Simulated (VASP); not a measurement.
A run of VASP 6.6.1:

File INCAR:

```
SYSTEM = PbF2
ALGO = Normal
EDIFF = 1E-8
ENCUT = 600
ISIF = 2
ISMEAR = 0
KPAR = 2
LASPH = .TRUE.
LCHARG = .FALSE.
LEPSILON = .TRUE.
LREAL = .FALSE.
LWAVE = .FALSE.
NELM = 80
PREC = Accurate
SIGMA = 0.03
```

KPOINTS

```
k-points
0
Monkhorst
  14 14 14
  0 0 0
```

File POSCAR:

```
PbF2                                    
1.0
   -0.0000000000      2.9054370357      2.9054370357
    2.9054370357     -0.0000000000      2.9054370357
    2.9054370357      2.9054370357     -0.0000000000
  Pb              F             
     1     2
Direct
     0.0000000000000000    1.0000000000000000    0.0000000000000000
     0.2500000000000000    0.2500000000000000    0.2500000000000000
     0.7500000000000000    0.7500000000000000    0.7500000000000000
```

Potentials or basis: VASP PAW LDA potentials, release 64 (Pb_d, F).

Launch:

```bash
$ cat potpaw_LDA.64/Pb_d/POTCAR potpaw_LDA.64/F/POTCAR > POTCAR
$ mpirun -np 2 vasp_std > vasp.out
```

Hardware: 2 MPI ranks on AMD EPYC 9R14 (Zen 4) (shared host).

Q: Estimate the wall time of this run.

A: Wall time 44 min on 2 MPI ranks on AMD EPYC 9R14 (Zen 4) (shared host), peak memory 1.7 GiB a rank. Counts: scf iterations 160, k points 280.
